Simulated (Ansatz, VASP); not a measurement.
**CuO in VASP and in Ansatz**

```
Cu O
1.0
     2.81729    0.00000    0.00000
    -1.40864    2.43984    0.00000
     0.00000    0.00000    2.74953
Cu O
1 1
Direct
  0.00000 0.00000 0.00000
  0.66667 0.33333 0.50000
```

Measurements of this composition are mostly on another form, of space group No. 15.

Alike in both runs: task single point; functional PBE; k mesh 11 × 11 × 10; occupations fermi-dirac, width 0.05 eV; no spin polarisation.

|  | VASP | Ansatz |
| --- | --- | --- |
| version | VASP 6.6.1 | Ansatz 0.2.0 |
| potentials or method | VASP PAW PBE potentials, release 64 (Cu, O) | Ansatz PAW |
| plane-wave cutoff (eV) | 520 | 420 |
| valence electrons in the cell | 17 | 25 |

```csv
,VASP,Ansatz,Ansatz less VASP
gap on the k mesh at the Fermi level (eV),none,none,-
pressure (GPa),3.2,3.1,-0.16
largest component of the traceless stress (GPa),6.44,6.44,-0.007
```

A gap of «none» marks a metal or a gap that the smearing closes. The two sets of potentials don't hold the same shells in valence.

Caveats: an odd number of electrons without spin polarisation forces a metal; a magnetic or distorted state may lie lower; the run has no spin polarisation, though such a crystal can be magnetic; semilocal functionals often make such compounds metallic where correlation or magnetic order opens a gap, which also shifts bond lengths; the pressure holds a Pulay correction of +0.8 GPa for the finite cutoff (Ansatz).
